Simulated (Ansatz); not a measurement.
The system is VO2.

```xyz
6
Lattice="4.5072 0.0000 0.0000 0.0000 4.5072 0.0000 0.0000 0.0000 3.0444" Properties=species:S:1:pos:R:3 pbc="T T T"
V     2.2536    2.2536    1.5222
V     0.0000    0.0000    0.0000
O     0.9031    3.6041    1.5222
O     3.6041    0.9031    1.5222
O     3.1567    3.1567    0.0000
O     1.3505    1.3505    0.0000
```

The cell is a database's computed one.

Base run:

* Program: Ansatz 0.2.0
* Functional: PBEsol
* Potentials or basis: Ansatz PAW
* Cutoff: 420 eV (not typed: the program's choice for these potentials)
* k mesh: 6 × 6 × 9
* Occupations: fermi-dirac, width 0.05 eV
* Spin: collinear spin, ferromagnetic start
* Starting moments: [2.0, 2.0, 0.0, 0.0, 0.0, 0.0] μB

Its results: band gap on the k mesh none (metal or under the smearing width); pressure -16.4 GPa; net moment 2.00 μB per cell; site moments V +0.85; O -0.06 μB; largest force 0.281 eV/Å.

Task: After a change of settings the same cell gave: band gap on the k mesh none (metal or under the smearing width); pressure -2.7 GPa; net moment 2.00 μB per cell; site moments V +0.86; O -0.05 μB; largest force 0.201 eV/Å. Which change was it?
A. functional from PBEsol to BLYP
B. functional from PBEsol to revPBE
C. functional from PBEsol to PBE; occupations from fermi-dirac, width 0.05 eV to gaussian, width 0.012 eV

Result: A.

BLYP binds less tightly than PBEsol, so the same cell stands under more pressure.

Caveats: semilocal functionals often make such compounds metallic where correlation or magnetic order opens a gap, which also shifts bond lengths; the PAW data sets come from PBE, with cores solved anew for the run's functional, which leaves a small shift of forces and pressure; so large a pressure means that the cell lies far from this level's equilibrium, or that cutoff or potentials fall short (some runs).
